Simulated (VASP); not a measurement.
Runs of VASP 6.6.1 on Ni. It takes space group Fm-3m (No. 225, cubic). Conventional cell: a = 3.475 Å, b = 3.475 Å, c = 3.475 Å, α = 90.00°, β = 90.00°, γ = 90.00°. Ni (site symmetry m-3m) is surrounded by 12 Ni at 2.46 Å. 

```tsv
task	level	cell	cutoff (eV)	gap on the mesh (eV)	pressure (GPa)	moment (μB)	relaxed volume (Å³/atom)
band structure	revTPSS	as given	520	-	(a)	0.64	-
relaxation of cell and atoms	rev-vdW-DF2	relaxed	600	none	0.0	0.62	10.64
relaxation of cell and atoms	BEEF-vdW	relaxed	600	none	0.0	0.62	11.05
relaxation of cell and atoms	optB88-vdW	relaxed	600	none	0.0	0.62	(b)
band structure	MS2	as given	520	-	-3.1	0.72	-
```

Alike in all rows: potentials or basis VASP PAW PBE potentials, release 64 (Ni); spin collinear, ferromagnetic start; k mesh 13 × 13 × 13; smearing fermi-dirac 0.05 eV.

Estimate the missing entries.

(a) -3.2; (b) 10.81.

Caveats: the PAW data sets were made with another functional, which shifts forces and pressure a little.

A gap of «none» marks a metal or a gap under the smearing width.

Runs at the PBE level aren't shown here.
